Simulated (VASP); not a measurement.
# Si2Ni (P1) in VASP: single point with PBE

Aim: the single point of Si2Ni with PBE.

All numbers are computed with VASP 6.6.1; they aren't measurements. Logs are shortened: lines on timing, memory, paths and dates and some standing lists are left out, and cuts for length are marked.

**1. Starting point**

The typed cell holds 3 atoms: a = 3.809 Å, b = 3.809 Å, c = 3.809 Å, α = 60.00°, β = 60.00°, γ = 60.00°.

The cell comes from a database or a generator and needn't be the stable form of this composition.

**2. Single point, PBE**

INCAR

```
SYSTEM = Si2Ni
PREC = Accurate
ENCUT = 520
EDIFF = 1E-6
ISMEAR = 0
SIGMA = 0.1
LREAL = .False.
LASPH = .True.
NELM = 100
ALGO = Normal
ISIF = 2
LWAVE = .False.
LCHARG = .True.
GGA = PE
LELF = .True.
LVHAR = .True.
NBANDS = 16
```

KPOINTS

```
Automatic mesh
0
Gamma
  2 2 2
  0 0 0
```

POSCAR

```
Si2Ni
1.0
    0.0000000000      2.6931550407      2.6931550407
    2.6931550407      0.0000000000      2.6931550407
    2.6931550407      2.6931550407      0.0000000000
Si Ni
2 1
Direct
    0.1834351437      0.2470682667      0.2902288525
    0.7866162041      0.6631038361      0.7107518086
    0.0147014818     -0.0953260361     -0.0420150140
```

Potentials or basis: VASP PAW PBE potentials, release 64 (Si, Ni).

Command:

```console
$ cat potpaw_PBE.64/Si/POTCAR potpaw_PBE.64/Ni/POTCAR > POTCAR
$ mpirun -np 1 vasp_std > vasp.out
```

OUTCAR:

```text
SYSTEM = Si2Ni
   PREC = Accurate
   ENCUT = 520
   EDIFF = 1E-6
   ISMEAR = 0
   LREAL = .False.
   LASPH = .True.
   NELM = 100
   ISIF = 2
   GGA = PE

 ion  position               nearest neighbor table
   1  0.183  0.247  0.290-   3 2.08   3 2.11   2 2.25   3 2.62   3 2.65   2 2.67   2 2.68   2 2.78
                             2 2.79   2 3.13
   2  0.787  0.663  0.711-   3 2.23   1 2.25   3 2.34   3 2.36   3 2.40   1 2.67   1 2.68   1 2.78
                             1 2.79   1 3.13
   3  0.015  0.905  0.958-   1 2.08   1 2.11   2 2.23   2 2.34   2 2.36   2 2.40   1 2.62   1 2.65

  LATTYP: Found a face centered cubic cell.
 ALAT       =     5.3863100814

  Lattice vectors:

 A1 = (   0.0000000000,   2.6931550407,   2.6931550407)
 A2 = (   2.6931550407,   0.0000000000,   2.6931550407)
 A3 = (   2.6931550407,   2.6931550407,   0.0000000000)

Analysis of symmetry for initial positions (statically):
=====================================================================
 Subroutine PRICEL returns:
 Original cell was already a primitive cell.

 Routine SETGRP: Setting up the symmetry group for a
 face centered cubic supercell.

 Subroutine GETGRP returns: Found  1 space group operations
 (whereof  1 operations were pure point group operations)
 out of a pool of 48 trial point group operations.

The static configuration has the point symmetry C_1 .

Analysis of symmetry for dynamics (positions and initial velocities):
=====================================================================
 Subroutine PRICEL returns:
 Original cell was already a primitive cell.

 Routine SETGRP: Setting up the symmetry group for a
 face centered cubic supercell.

 Subroutine GETGRP returns: Found  1 space group operations
 (whereof  1 operations were pure point group operations)
 out of a pool of 48 trial point group operations.

The dynamic configuration has the point symmetry C_1 .

 Subroutine INISYM returns: Found  1 space group operations
 (whereof  1 operations are pure point group operations),
 and found     1 'primitive' translations

----------------------------------------------------------------------------------------

                                     Primitive cell

  volume of cell :      39.0674

  direct lattice vectors                    reciprocal lattice vectors
     0.000000000  2.693155041  2.693155041    -0.185655854  0.185655854  0.185655854
     2.693155041  0.000000000  2.693155041     0.185655854 -0.185655854  0.185655854
     2.693155041  2.693155041  0.000000000     0.185655854  0.185655854 -0.185655854

  length of vectors
     3.808696384  3.808696384  3.808696384     0.321565372  0.321565372  0.321565372

  position of ions in fractional coordinates (direct lattice)
     0.183435144  0.247068267  0.290228853
     0.786616204  0.663103836  0.710751809
     0.014701482  0.904673964  0.957984986

  ion indices of the primitive-cell ions
   primitive index   ion index
                 1           1
                 2           2
                 3           3

----------------------------------------------------------------------------------------

 KPOINTS: Automatic mesh

Automatic generation of k-mesh.
 Grid dimensions read from file:
 generate k-points for:    2    2    2

 Generating k-lattice:

  Cartesian coordinates                     Fractional coordinates (reciprocal lattice)
    -0.092827927  0.092827927  0.092827927     0.500000000  0.000000000  0.000000000
     0.092827927 -0.092827927  0.092827927     0.000000000  0.500000000  0.000000000
     0.092827927  0.092827927 -0.092827927     0.000000000  0.000000000  0.500000000

  Length of vectors
     0.160782686  0.160782686  0.160782686

  Shift w.r.t. Gamma in fractional coordinates (k-lattice)
     0.000000000  0.000000000  0.000000000

 Subroutine IBZKPT returns following result:
 ===========================================

 Found      8 irreducible k-points:

 Following reciprocal coordinates:
            Coordinates               Weight
  0.000000  0.000000  0.000000      1.000000
  0.500000  0.000000  0.000000      1.000000
  0.000000  0.500000  0.000000      1.000000
  0.000000  0.000000  0.500000      1.000000
  0.500000  0.500000  0.500000      1.000000
  0.500000  0.500000  0.000000      1.000000
  0.000000  0.500000  0.500000      1.000000
  0.500000  0.000000  0.500000      1.000000
   k-points           NKPTS =      8   k-points in BZ     NKDIM =      8   number of bands    NBANDS=     16
   number of dos      NEDOS =    301   number of ions     NIONS =      3
   total plane-waves  NPLWV =  21952
   dimension x,y,z NGX =    28 NGY =   28 NGZ =   28
   dimension x,y,z NGXF=    56 NGYF=   56 NGZF=   56
   ions per type =               2   1
   NGX,Y,Z   is equivalent  to a cutoff of  12.22, 12.22, 12.22 a.u.
   NGXF,Y,Z  is equivalent  to a cutoff of  24.44, 24.44, 24.44 a.u.
 SYSTEM =  Si2Ni
   PREC   = accura    normal or accurate (medium, high low for compatibility)
   ISTART =      0    job   : 0-new  1-cont  2-samecut
   ICHARG =      2    charge: 1-file 2-atom 10-const
   ISPIN  =      1    spin polarized calculation?
   LNONCOLLINEAR =      F non collinear calculations
   LSORBIT =      F    spin-orbit coupling
   LASPH  =      T    aspherical Exc in radial PAW
   ENCUT  =  520.0 eV  38.22 Ry    6.18 a.u.   7.08  7.08  7.08*2*pi/ulx,y,z
   NELM   =    100;   NELMIN=  2; NELMDL= -5     # of ELM steps
   EDIFF  = 0.1E-05   stopping-criterion for ELM
   LREAL  =      F    real-space projection
   EDIFFG = 0.1E-04   stopping-criterion for IOM
   NSW    =      0    number of steps for IOM
   IBRION =     -1    ionic relax: 0-MD 1-quasi-New 2-CG
   NFREE  =      0    steps in history (QN), initial steepest desc. (CG)
   ISIF   =      2    stress and relaxation
   ISYM   =      2    0-nonsym 1-usesym 2-fastsym
   POTIM  = 0.5000    time-step for ionic-motion
   TEBEG  =    0.0;   TEEND  =   0.0 temperature during run
   PSTRESS=    0.0 pullay stress
   NELECT =      18.0000    total number of electrons
   NUPDOWN=      -1.0000    fix difference up-down
   EMIN   =  10.00;   EMAX   =-10.00  energy-range for DOS
   EFERMI =   0.00;   METHOD = LEGACY
   ISMEAR =     0;   SIGMA  =   0.10  broadening in eV -4-tet -1-fermi 0-gaus
   EFERMI_NEDOS =   21; number of points for ismear=-14 and -15
   IALGO  =     38    algorithm
   IMIX   =      4    mixing-type and parameters
     AMIX     =   0.40;   BMIX     =  1.00
     AMIX_MAG =   1.60;   BMIX_MAG =  1.00
  volume/ion in A,a.u.               =      13.02        87.88
  Fermi-wavevector in a.u.,A,eV,Ry     =   1.264429  2.389424 21.752718  1.598780
  Thomas-Fermi vector in A             =   2.397734
   LORBIT       =      0    0 simple, 1 ext, 2 COOP (PROOUT), +10 PAW based schemes
   GGA     = PE    functional components
   LHFCALC =     F    Hartree Fock is set to
   AEXX    =    0.0000 exact exchange contribution
   IVDW    =     0    specifies the selected vdW correction
   LEPSILON=     F    determine dielectric tensor
   LRPA    =     F    only Hartree local field effects (RPA)
 non-spin polarized calculation
 Gauss-broadening in eV      SIGMA  =   0.10
  energy-cutoff  :      520.00
  volume of cell :       39.07
 maximum number of plane-waves:      1067
   NGX = 15   NGY = 15   NGZ = 15

 number of electron      17.9999997 magnetization

 Free energy of the ion-electron system (eV)
  ---------------------------------------------------
  ext. energy  EPLUGINS =         0.00000000
  ---------------------------------------------------
  free energy    TOTEN  =       -14.95571135 eV

  energy without entropy =      -14.94625912  energy(sigma->0) =      -14.95098524

 E-fermi :  10.3379     XC(G=0): -11.5629

 val. band max:       10.2641838901   @ k =   0.0000   0.0000   0.0000
 cond. band min:      10.4055041266   @ k =   0.5000   0.5000   0.5000
 fundamental gap:      0.1413202365
 Fermi energy:        10.3379049902

 k-point     1 :       0.0000    0.0000    0.0000
  band No.  band energies     occupation
      1      -3.4589      2.00000
      2       4.7214      2.00000
      3       5.0325      2.00000
      4       5.5744      2.00000
      5       6.5728      2.00000
      6       6.8866      2.00000
[... 8 lines left out ...]
     15      16.1960      0.00000
     16      16.9781      0.00000

 k-point     2 :       0.5000    0.0000    0.0000
  band No.  band energies     occupation
      1      -1.0065      2.00000
      2       1.3664      2.00000
      3       4.9574      2.00000
      4       5.3422      2.00000
      5       6.7129      2.00000
      6       7.1356      2.00000
[... 8 lines left out ...]
     15      19.5046      0.00000
     16      20.7738      0.00000

 k-point     3 :       0.0000    0.5000    0.0000
  band No.  band energies     occupation
      1      -0.2553      2.00000
      2       0.5577      2.00000
      3       5.5951      2.00000
      4       5.6698      2.00000
      5       5.9976      2.00000
      6       6.7469      2.00000
[... 8 lines left out ...]
     15      19.9782      0.00000
     16      20.1940      0.00000

 k-point     4 :       0.0000    0.0000    0.5000
  band No.  band energies     occupation
      1      -0.2241      2.00000
      2       0.5085      2.00000
      3       5.5618      2.00000
      4       5.6811      2.00000
      5       5.9982      2.00000
      6       6.7667      2.00000
[... 8 lines left out ...]
     15      19.9945      0.00000
     16      20.1810      0.00000

 k-point     5 :       0.5000    0.5000    0.5000
  band No.  band energies     occupation
      1      -0.7408      2.00000
      2       0.9482      2.00000
      3       5.1792      2.00000
      4       5.5650      2.00000
      5       6.6355      2.00000
      6       6.8673      2.00000
[... 8 lines left out ...]
     15      19.9420      0.00000
     16      20.8699      0.00000

 k-point     6 :       0.5000    0.5000    0.0000
  band No.  band energies     occupation
      1       0.3080      2.00000
      2       2.4254      2.00000
      3       3.3927      2.00000
      4       5.6301      2.00000
      5       5.8703      2.00000
      6       6.4396      2.00000
[... 8 lines left out ...]
     15      20.4328      0.00000
     16      21.6817      0.00000

 k-point     7 :       0.0000    0.5000    0.5000
  band No.  band energies     occupation
      1       0.7183      2.00000
      2       1.1293      2.00000
      3       4.3261      2.00000
      4       5.7341      2.00000
      5       5.9476      2.00000
      6       6.5958      2.00000
[... 8 lines left out ...]
     15      21.0601      0.00000
     16      21.1438      0.00000

 k-point     8 :       0.5000    0.0000    0.5000
  band No.  band energies     occupation
      1       0.3132      2.00000
      2       2.3976      2.00000
      3       3.4185      2.00000
      4       5.6190      2.00000
      5       5.9145      2.00000
      6       6.4086      2.00000
[... 8 lines left out ...]
     15      20.4396      0.00000
     16      21.6728      0.00000

------------------------ aborting loop because EDIFF is reached ----------------------------------------

  FORCE on cell =-STRESS in cart. coord.  units (eV):
  Direction    XX          YY          ZZ          XY          YZ          ZX
  --------------------------------------------------------------------------------------
  -------------------------------------------------------------------------------------
  Total        7.8421568      5.7481110      5.6934622      1.7403402     -2.2737038      2.2976196
  in kB      321.6118506    235.7336970    233.4925144     71.3724608    -93.2460430     94.2268463
  external PRESSURE =     263.6126873 kB  Pullay stress =       0.0000000 kB

 VOLUME and BASIS-vectors are now :
 -----------------------------------------------------------------------------
  energy-cutoff  :      520.00
  volume of cell :       39.07
      direct lattice vectors                 reciprocal lattice vectors
     0.000000000  2.693155041  2.693155041    -0.185655854  0.185655854  0.185655854
     2.693155041  0.000000000  2.693155041     0.185655854 -0.185655854  0.185655854
     2.693155041  2.693155041  0.000000000     0.185655854  0.185655854 -0.185655854

 POSITION                                       TOTAL-FORCE (eV/Angst)
 -----------------------------------------------------------------------------------
      1.44702      1.27565      1.15941        -4.200473      0.526988     -0.031741
      3.70001      4.03264      3.90432         1.970681     -0.556209     -0.592199
      5.01643      2.61960      2.47602         2.229791      0.029221      0.623940
 -----------------------------------------------------------------------------------
    total drift:                               -0.000474     -0.000082     -0.000104

  FREE ENERGIE OF THE ION-ELECTRON SYSTEM (eV)
  ---------------------------------------------------
  free  energy   TOTEN  =       -14.9557113509 eV

  energy  without entropy=      -14.9462591198  energy(sigma->0) =      -14.95098524
```

Wall time 7.9 s (1 thread of Intel Xeon Platinum 8488C (Sapphire Rapids), shared host); peak memory 0.14 GiB.

Results:

| Quantity | Value |
| --- | --- |
| Free energy | -14.9557 eV |
| Pressure | 26.4 GPa |
| Largest force | 4.234 eV/Å |
| Band gap on the k mesh | none (metal or under the smearing width) |

Forces in eV/Å, atoms in the order of the input:
```
Si  -4.200  0.527 -0.032
Si   1.971 -0.556 -0.592
Ni   2.230  0.029  0.624
```

Levels at points of the mesh, in eV from the Fermi level:
| k point | band 6 | band 7 | band 8 | band 9 | band 10 | band 11 | band 12 | band 13 |
| --- | --- | --- | --- | --- | --- | --- | --- | --- |
| (0.00, 0.00, 0.00) | -3.45 | -0.07 | 0.73 | 1.27 | 1.62 | 2.28 | 2.64 | 3.04 |
| (0.50, 0.00, 0.00) | -3.20 | -3.15 | -1.53 | -0.14 | 0.67 | 2.19 | 2.34 | 2.99 |
| (0.00, 0.50, 0.00) | -3.59 | -3.46 | -2.17 | -0.35 | 1.49 | 2.43 | 2.62 | 3.27 |
| (0.00, 0.00, 0.50) | -3.57 | -3.44 | -2.14 | -0.31 | 1.47 | 2.39 | 2.59 | 3.29 |
| (0.50, 0.50, 0.50) | -3.47 | -3.16 | -1.93 | 0.07 | 0.91 | 2.03 | 2.73 | 2.94 |
| (0.50, 0.50, 0.00) | -3.90 | -3.45 | -3.23 | -2.97 | -0.33 | 1.15 | 8.15 | 9.12 |
| (0.00, 0.50, 0.50) | -3.74 | -3.40 | -3.26 | -3.10 | -0.46 | 1.55 | 8.48 | 8.59 |
| (0.50, 0.00, 0.50) | -3.93 | -3.46 | -3.24 | -2.97 | -0.33 | 1.15 | 8.15 | 9.13 |

Caveat: the k mesh is coarse (spacing up to 1.01 Å⁻¹), so the values aren't converged; so large a pressure means that the cell lies far from this level's equilibrium, or that cutoff or potentials fall short; forces of over 1 eV/Å show positions far from the minimum, so gaps and moduli don't describe the material at rest. Spin polarisation is off, so any magnetic state and its effect on volume and gap are missing.
